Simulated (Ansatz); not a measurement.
An input for Ansatz 0.2.0 (Bi):

Contents of run.py:

```python
import json

import ase.io
import numpy as np
from ase.calculators.calculator import CalculationFailed, Calculator
from ase.stress import full_3x3_to_voigt_6_stress
from ase.units import GPa

import ansatz as az

class AnsatzCalculator(Calculator):
    implemented_properties = ["energy", "free_energy", "forces", "stress", "magmom"]

    def calculate(self, atoms, properties, system_changes):
        super().calculate(atoms, properties, system_changes)
        structure = atoms.copy()
        structure.set_constraint()
        structure.set_momenta(None)
        structure.set_masses(None)
        outcome = (
            az.Crystal.from_ase(structure)
            .calculation()
            .basis(xc_grid=2)
            .kpoints(0, 8, 4)
            .functional("pbesol")
            .pseudopotentials(kind="nc", accuracy="standard", xc_functional="pbesol")
            .scf(tolerance=2e-10)
            .occupations(method="gaussian", width=0.025)
            .forces()
            .stress()
            .run(threads=2)
        )
        if not outcome.report["converged"]:
            raise CalculationFailed("SCF not converged")
        report = outcome.report
        self.results = {
            "free_energy": report["lagrangian_ev"],
            "energy": report["lagrangian_ev"],
            "forces": np.array(report["forces_ev_ang"]),
            "stress": -GPa * full_3x3_to_voigt_6_stress(report["stress_gpa"]),
            "magmom": report["magnetization_mub"],
        }

np.set_printoptions(precision=5, suppress=True, linewidth=110)
atoms = ase.io.read("Bi.cif")
atoms.info.pop("occupancy", None)
atoms.calc = AnsatzCalculator()
print(f"free energy {atoms.get_potential_energy():.6f} eV")
print("forces (eV/A)", atoms.get_forces(), sep="\n")
print("stress (GPa, Voigt, tension positive)", atoms.get_stress() / GPa, sep="\n")
print(f"moment {atoms.get_magnetic_moment():.4f} muB")
```

Bi.cif

```cif
data_Bi
_cell_length_a 3.23837625
_cell_length_b 3.22164332
_cell_length_c 6.44439103
_cell_angle_alpha 90.00000000
_cell_angle_beta 90.71532667
_cell_angle_gamma 90.00000000
_space_group_name_H-M_alt 'P2/m'
_space_group_name_Hall '-P 2y'
_space_group_IT_number 10
loop_
_space_group_symop_operation_xyz
'x,y,z'
'-x,-y,-z'
'-x,y,-z'
'x,-y,z'
loop_
_atom_site_label
_atom_site_type_symbol
_atom_site_symmetry_multiplicity
_atom_site_Wyckoff_symbol
_atom_site_fract_x
_atom_site_fract_y
_atom_site_fract_z
_atom_site_occupancy
Bi1 Bi 2 m 0.5442472500 0.0000000000 0.7495778900 1
```

Potentials or basis: PseudoDojo PBEsol.

Run with:

```bash
$ python run.py
```

Question: Does this run start?

Answer: The run stopped without a result. It printed:

Output:

```text
Traceback (most recent call last):
  File "run.py", line 50, in <module>
  File "run.py", line 32, in calculate
  [frames inside libraries left out]
ansatz.RefusalError: invalid value for `kpoints.mp_grid.grid`: each dimension must be in 1..=255
```
